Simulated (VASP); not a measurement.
Input of a VASP 6.6.1 run:

POSCAR

```
NiO
1.0
    0.0000000000      2.2406300000      2.2406300000
    2.2406300000      0.0000000000      2.2406300000
    2.2406300000      2.2406300000      0.0000000000
Ni O
1 1
Direct
    0.0000000000      0.0000000000      0.0000000000
    0.7500000000      0.7500000000      0.7500000000
```

INCAR.step1

```
PREC     = Accurate       # precision mode
ENCUT    = 520            # plane-wave cutoff, eV
EDIFF    = 1E-7           # SCF threshold, eV
ISMEAR   = 0              # smearing method
SIGMA    = 0.02           # smearing width, eV
LREAL    = F              # projectors in reciprocal space
LASPH    = T              # aspherical terms in the spheres
NELM     = 100            # most SCF steps
ALGO     = Normal         # electronic algorithm
ISIF     = 2              # what is computed and relaxed
LWAVE    = F              # write WAVECAR
LCHARG   = T              # write CHGCAR
ISPIN    = 2              # spin polarisation
MAGMOM   = 1 0            # initial moments
LMAXMIX  = 4              # l up to which the mixer works
GGA      = PS             # functional
```

The input KPOINTS.step1:

```
Automatic mesh
0
Gamma
  10 10 10
```

INCAR.step2

```
PREC     = Accurate       # precision mode
ENCUT    = 520            # plane-wave cutoff, eV
EDIFF    = 1E-7           # SCF threshold, eV
ISMEAR   = -5             # smearing method
SIGMA    = 0.02           # smearing width, eV
LREAL    = F              # projectors in reciprocal space
LASPH    = T              # aspherical terms in the spheres
NELM     = 100            # most SCF steps
ALGO     = Normal         # electronic algorithm
ISIF     = 2              # what is computed and relaxed
LWAVE    = F              # write WAVECAR
LCHARG   = F              # write CHGCAR
ISPIN    = 2              # spin polarisation
MAGMOM   = 1 0            # initial moments
LORBIT   = 11             # projections on sites
LMAXMIX  = 4              # l up to which the mixer works
GGA      = PS             # functional
NEDOS    = 2001           # points of the DOS
ICHARG   = 11             # starting density
```

File KPOINTS.step2:

```
Automatic mesh
0
Gamma
  15 15 15
```

Potentials or basis: VASP PAW PBE potentials, release 64 (Ni, O).

Run with:

```bash
$ cat potpaw_PBE.64/Ni/POTCAR potpaw_PBE.64/O/POTCAR > POTCAR
$ cp INCAR.step1 INCAR
$ cp KPOINTS.step1 KPOINTS
$ mpirun -np 1 vasp_std > vasp.out
$ cp INCAR.step2 INCAR
$ cp KPOINTS.step2 KPOINTS
$ mpirun -np 1 vasp_std > vasp.out
```

(1) What does it give for the net moment?

(2) Predict the site moments.

## Answers

(1) 1.80 μB per cell.

(2) Ni +1.44; O +0.34 μB.

Caveat: a cell with one magnetic atom can't hold antiferromagnetic order, which such compounds often take.
